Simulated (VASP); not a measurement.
# Bi (Im-3m) in VASP: a series of runs

The runs below take Bi through single point, with RPBE.

Program: VASP 6.6.1. These are calculated values, not measurements. Logs are shortened: lines on timing, memory, paths and dates and some standing lists are left out, and cuts for length are marked.

## 1. The structure

The structure is cubic, space group Im-3m (No. 229). Conventional cell: a = 4.024 Å, b = 4.024 Å, c = 4.024 Å, α = 90.00°, β = 90.00°, γ = 90.00°. Bi (site symmetry m-3m) is surrounded by 8 Bi at 3.48 Å.

This isn't the form of Bi at room conditions, which is rhombohedral.

## 2. Single point, RPBE

INCAR reads:

```
SYSTEM = Bi
  PREC = Accurate
  ENCUT = 520
  EDIFF = 1E-6
  ISMEAR = -1
  SIGMA = 0.1
  LREAL = .FALSE.
  LASPH = .TRUE.
  NELM = 60
  ALGO = Normal
  ISIF = 2
  LWAVE = .FALSE.
  LCHARG = .FALSE.
  GGA = RP
  NBANDS = 14
```

KPOINTS reads:

```
Automatic mesh
0
G
  18 18 18
  0 0 0
```

POSCAR reads:

```
Bi
1.0
   -2.0117779478      2.0117779478      2.0117779478
    2.0117779478     -2.0117779478      2.0117779478
    2.0117779478      2.0117779478     -2.0117779478
Bi
1
Direct
    0.0000000000      0.0000000000      0.0000000000
```

Potentials or basis: VASP PAW PBE potentials, release 64 (Bi_d).

Run with:

```bash
$ cat potpaw_PBE.64/Bi_d/POTCAR > POTCAR
$ mpirun -np 1 vasp_std > vasp.out
```

OUTCAR:

```text
SYSTEM = Bi
   PREC = Accurate
   ENCUT = 520
   EDIFF = 1E-6
   ISMEAR = -1
   LREAL = .FALSE.
   LASPH = .TRUE.
   NELM = 60
   ISIF = 2
   GGA = RP

 ion  position               nearest neighbor table
   1  0.000  0.000  0.000-

  LATTYP: Found a body centered cubic cell.
 ALAT       =     4.0235558956

  Lattice vectors:

 A1 = (  -2.0117779478,   2.0117779478,   2.0117779478)
 A2 = (   2.0117779478,  -2.0117779478,   2.0117779478)
 A3 = (   2.0117779478,   2.0117779478,  -2.0117779478)

Analysis of symmetry for initial positions (statically):
=====================================================================
 Subroutine PRICEL returns:
 Original cell was already a primitive cell.

 Routine SETGRP: Setting up the symmetry group for a
 body centered cubic supercell.

 Subroutine GETGRP returns: Found 48 space group operations
 (whereof 48 operations were pure point group operations)
 out of a pool of 48 trial point group operations.

The static configuration has the point symmetry O_h .

Analysis of symmetry for dynamics (positions and initial velocities):
=====================================================================
 Subroutine PRICEL returns:
 Original cell was already a primitive cell.

 Routine SETGRP: Setting up the symmetry group for a
 body centered cubic supercell.

 Subroutine GETGRP returns: Found 48 space group operations
 (whereof 48 operations were pure point group operations)
 out of a pool of 48 trial point group operations.

The dynamic configuration has the point symmetry O_h .

 Subroutine INISYM returns: Found 48 space group operations
 (whereof 48 operations are pure point group operations),
 and found     1 'primitive' translations

----------------------------------------------------------------------------------------

                                     Primitive cell

  volume of cell :      32.5687

  direct lattice vectors                    reciprocal lattice vectors
    -2.011777948  2.011777948  2.011777948     0.000000000  0.248536376  0.248536376
     2.011777948 -2.011777948  2.011777948     0.248536376  0.000000000  0.248536376
     2.011777948  2.011777948 -2.011777948     0.248536376  0.248536376  0.000000000

  length of vectors
     3.484501619  3.484501619  3.484501619     0.351483513  0.351483513  0.351483513

  position of ions in fractional coordinates (direct lattice)
     0.000000000  0.000000000  0.000000000

  ion indices of the primitive-cell ions
   primitive index   ion index
                 1           1

----------------------------------------------------------------------------------------

 KPOINTS: Automatic mesh

Automatic generation of k-mesh.
 Grid dimensions read from file:
 generate k-points for:   18   18   18

 Generating k-lattice:

  Cartesian coordinates                     Fractional coordinates (reciprocal lattice)
     0.000000000  0.013807576  0.013807576     0.055555556  0.000000000  0.000000000
     0.013807576  0.000000000  0.013807576     0.000000000  0.055555556  0.000000000
     0.013807576  0.013807576  0.000000000     0.000000000  0.000000000  0.055555556

  Length of vectors
     0.019526862  0.019526862  0.019526862

  Shift w.r.t. Gamma in fractional coordinates (k-lattice)
     0.000000000  0.000000000  0.000000000

 Subroutine IBZKPT returns following result:
 ===========================================

 Found    195 irreducible k-points:

 Following reciprocal coordinates:
            Coordinates               Weight
  0.000000  0.000000  0.000000      1.000000
  0.055556  0.000000  0.000000     12.000000
  0.111111  0.000000  0.000000     12.000000
  0.166667  0.000000  0.000000     12.000000
  0.222222  0.000000  0.000000     12.000000
  0.277778  0.000000  0.000000     12.000000
[... 16 lines left out ...]
  0.333333  0.111111  0.000000     48.000000
  0.388889  0.111111 -0.000000     48.000000
 [... further k-points ...]
   k-points           NKPTS =    195   k-points in BZ     NKDIM =    195   number of bands    NBANDS=     14
   number of dos      NEDOS =    301   number of ions     NIONS =      1
   total plane-waves  NPLWV =  21952
   dimension x,y,z NGX =    28 NGY =   28 NGZ =   28
   dimension x,y,z NGXF=    56 NGYF=   56 NGZF=   56
   ions per type =               1
   NGX,Y,Z   is equivalent  to a cutoff of  13.36, 13.36, 13.36 a.u.
   NGXF,Y,Z  is equivalent  to a cutoff of  26.72, 26.72, 26.72 a.u.
 SYSTEM =  Bi
   PREC   = accura    normal or accurate (medium, high low for compatibility)
   ISTART =      0    job   : 0-new  1-cont  2-samecut
   ICHARG =      2    charge: 1-file 2-atom 10-const
   ISPIN  =      1    spin polarized calculation?
   LNONCOLLINEAR =      F non collinear calculations
   LSORBIT =      F    spin-orbit coupling
   LASPH  =      T    aspherical Exc in radial PAW
   ENCUT  =  520.0 eV  38.22 Ry    6.18 a.u.   6.48  6.48  6.48*2*pi/ulx,y,z
   NELM   =     60;   NELMIN=  2; NELMDL= -5     # of ELM steps
   EDIFF  = 0.1E-05   stopping-criterion for ELM
   LREAL  =      F    real-space projection
   EDIFFG = 0.1E-04   stopping-criterion for IOM
   NSW    =      0    number of steps for IOM
   IBRION =     -1    ionic relax: 0-MD 1-quasi-New 2-CG
   NFREE  =      0    steps in history (QN), initial steepest desc. (CG)
   ISIF   =      2    stress and relaxation
   ISYM   =      2    0-nonsym 1-usesym 2-fastsym
   POTIM  = 0.5000    time-step for ionic-motion
   TEBEG  =    0.0;   TEEND  =   0.0 temperature during run
   PSTRESS=    0.0 pullay stress
   NELECT =      15.0000    total number of electrons
   NUPDOWN=      -1.0000    fix difference up-down
   EMIN   =  10.00;   EMAX   =-10.00  energy-range for DOS
   EFERMI =   0.00;   METHOD = LEGACY
   ISMEAR =    -1;   SIGMA  =   0.10  broadening in eV -4-tet -1-fermi 0-gaus
   EFERMI_NEDOS =   21; number of points for ismear=-14 and -15
   IALGO  =     38    algorithm
   IMIX   =      4    mixing-type and parameters
     AMIX     =   0.40;   BMIX     =  1.00
     AMIX_MAG =   1.60;   BMIX_MAG =  1.00
  volume/ion in A,a.u.               =      32.57       219.78
  Fermi-wavevector in a.u.,A,eV,Ry     =   1.264266  2.389117 21.747132  1.598369
  Thomas-Fermi vector in A             =   2.397580
   LORBIT       =      0    0 simple, 1 ext, 2 COOP (PROOUT), +10 PAW based schemes
   GGA     = RP    functional components
   LHFCALC =     F    Hartree Fock is set to
   AEXX    =    0.0000 exact exchange contribution
   IVDW    =     0    specifies the selected vdW correction
   LEPSILON=     F    determine dielectric tensor
   LRPA    =     F    only Hartree local field effects (RPA)
 non-spin polarized calculation
  energy-cutoff  :      520.00
  volume of cell :       32.57
 maximum number of plane-waves:       911
 NGX is ok and might be reduce to    28
   NGX = 13   NGY = 13   NGZ = 13

 number of electron      15.0000005 magnetization

 Free energy of the ion-electron system (eV)
  ---------------------------------------------------
  ext. energy  EPLUGINS =         0.00000000
  ---------------------------------------------------
  free energy    TOTEN  =        -3.37494988 eV

  energy without entropy =       -3.35066463  energy(sigma->0) =       -3.36280726

 E-fermi :   7.4735     XC(G=0):  -9.9955

 val. band max:        7.4547322600   @ k =  -0.3333   0.3889   0.2778
 cond. band min:       7.4737677775   @ k =  -0.3889   0.3889   0.2778
 fundamental gap:      0.0190355175
 Fermi energy:         7.4735162345

 k-point     1 :       0.0000    0.0000    0.0000
  band No.  band energies     occupation
      1     -15.6002      2.00000
      2     -15.6002      2.00000
      3     -15.6002      2.00000
      4     -15.4915      2.00000
      5     -15.4915      2.00000
      6      -5.7334      2.00000
      7      12.2964      0.00000
      8      12.2964      0.00000
      9      12.2964      0.00000
     10      16.0137      0.00000
     11      17.9047      0.00000
     12      17.9047      0.00000
     13      17.9047      0.00000
     14      18.8531      0.00000

 k-point     2 :       0.0556    0.0000    0.0000
  band No.  band energies     occupation
      1     -15.6013      2.00000
      2     -15.5985      2.00000
      3     -15.5950      2.00000
      4     -15.4927      2.00000
      5     -15.4917      2.00000
      6      -5.6802      2.00000
      7      11.6726      0.00000
      8      12.1303      0.00000
      9      12.2513      0.00000
     10      16.4476      0.00000
     11      17.2936      0.00000
     12      17.5039      0.00000
     13      17.7934      0.00000
     14      19.0937      0.00000

 k-point     3 :       0.1111    0.0000    0.0000
  band No.  band energies     occupation
      1     -15.6042      2.00000
      2     -15.5934      2.00000
      3     -15.5796      2.00000
      4     -15.4960      2.00000
      5     -15.4923      2.00000
      6      -5.5216      2.00000
      7      10.3647      0.00000
      8      11.7015      0.00000
      9      12.1192      0.00000
     10      16.1045      0.00000
     11      16.9161      0.00000
     12      17.6281      0.00000
     13      17.6881      0.00000
     14      19.7501      0.00000
[... 324 lines left out ...]
 k-point    23 :       0.3333    0.1111    0.0000
  band No.  band energies     occupation
      1     -15.6205      2.00000
      2     -15.5702      2.00000
      3     -15.5038      2.00000
      4     -15.4995      2.00000
      5     -15.4454      2.00000
      6      -3.3692      2.00000
      7       3.8000      2.00000
      8       8.2392      0.00094
      9      10.3857      0.00000
     10      14.3398      0.00000
     11      16.3525      0.00000
     12      18.1660      0.00000
     13      20.8681      0.00000
     14      23.7272      0.00000

 k-point    24 :       0.3889    0.1111   -0.0000
  band No.  band energies     occupation
      1     -15.6229      2.00000
      2     -15.5707      2.00000
      3     -15.5017      2.00000
      4     -15.4986      2.00000
      5     -15.4325      2.00000
      6      -2.9907      2.00000
      7       3.1114      2.00000
      8       8.0091      0.00939
      9      10.2575      0.00000
     10      14.1892      0.00000
     11      16.2849      0.00000
     12      18.6925      0.00000
     13      20.5017      0.00000
     14      23.9646      0.00000

 [... further k-points ...]

------------------------ aborting loop because EDIFF is reached ----------------------------------------

  FORCE on cell =-STRESS in cart. coord.  units (eV):
  Direction    XX          YY          ZZ          XY          YZ          ZX
  --------------------------------------------------------------------------------------
  -------------------------------------------------------------------------------------
  Total       -0.0216961     -0.0216961     -0.0216961     -0.0000000     -0.0000000     -0.0000000
  in kB       -1.0673118     -1.0673118     -1.0673118     -0.0000000     -0.0000000     -0.0000000
  external PRESSURE =      -1.0673118 kB  Pullay stress =       0.0000000 kB

 VOLUME and BASIS-vectors are now :
 -----------------------------------------------------------------------------
  energy-cutoff  :      520.00
  volume of cell :       32.57
      direct lattice vectors                 reciprocal lattice vectors
    -2.011777948  2.011777948  2.011777948     0.000000000  0.248536376  0.248536376
     2.011777948 -2.011777948  2.011777948     0.248536376  0.000000000  0.248536376
     2.011777948  2.011777948 -2.011777948     0.248536376  0.248536376  0.000000000

 POSITION                                       TOTAL-FORCE (eV/Angst)
 -----------------------------------------------------------------------------------
      0.00000      0.00000      0.00000         0.000000      0.000000      0.000000
 -----------------------------------------------------------------------------------
    total drift:                               -0.000000     -0.000000     -0.000000

  FREE ENERGIE OF THE ION-ELECTRON SYSTEM (eV)
  ---------------------------------------------------
  free  energy   TOTEN  =        -3.3749498828 eV

  energy  without entropy=       -3.3506646334  energy(sigma->0) =       -3.36280726
```

Run time: 2.1 min. Hardware: 1 thread of Intel Xeon Platinum 8375C at 2.90GHz (Ice Lake), shared host; peak memory 0.21 GiB.

What came out:

* Free energy: -3.3749 eV
* Pressure: -0.1 GPa
* Band gap on the k mesh: none (metal or under the smearing width)

Caveat: the PAW data sets were made with another functional, which shifts forces and pressure a little; spin-orbit coupling is left out, which moves the levels of the heavy elements.

(Part 1 of 2 ends here.)
